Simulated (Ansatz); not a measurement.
Data:

LaAlO3:
```cif
data_Al2La2O6
_chemical_formula_sum 'La2 Al2 O6'
_space_group_name_H-M_alt 'P 1'
_space_group_IT_number 1
_cell_length_a 5.28755
_cell_length_b 5.28755
_cell_length_c 5.28755
_cell_angle_alpha 60.177
_cell_angle_beta 60.177
_cell_angle_gamma 60.177
loop_
_space_group_symop_operation_xyz
  'x, y, z'
loop_
_atom_site_label
_atom_site_type_symbol
_atom_site_fract_x
_atom_site_fract_y
_atom_site_fract_z
_atom_site_occupancy
La1 La 0.25000 0.25000 0.25000 1
La2 La 0.75000 0.75000 0.75000 1
Al1 Al 0.00000 0.00000 0.00000 1
Al2 Al 0.50000 0.50000 0.50000 1
O1 O 0.78104 0.71896 0.25000 1
O2 O 0.25000 0.78104 0.71896 1
O3 O 0.71896 0.25000 0.78104 1
O4 O 0.21896 0.28104 0.75000 1
O5 O 0.75000 0.21896 0.28104 1
O6 O 0.28104 0.75000 0.21896 1
```

This is the LDA-relaxed structure.

**Question.** All from the program Ansatz at the LDA level (PAW), unless another level is named. Predict the band gap.

**Answer.** 3.89 eV (smallest direct gap 3.90 eV).

**Question.** What about the weight of the valence-edge state by species (Voronoi cells)?

**Answer.** O 95 %, La 5 %.

**Question.** Predict the valence-band maximum.

**Answer.** at F.

**Question.** Next, the conduction-band minimum?

**Answer.** at Γ.

**Question.** Give the weight of the conduction-edge state by species (Voronoi cells).

**Answer.** La 55 %, O 44 %.

Space group R-3c. Symmetry was held in the LDA relaxation; phonons on a q-mesh show weakly imaginary modes. Spin–orbit coupling is left out wherever it is not named.

Potentials: the later of the program's two PAW sets.
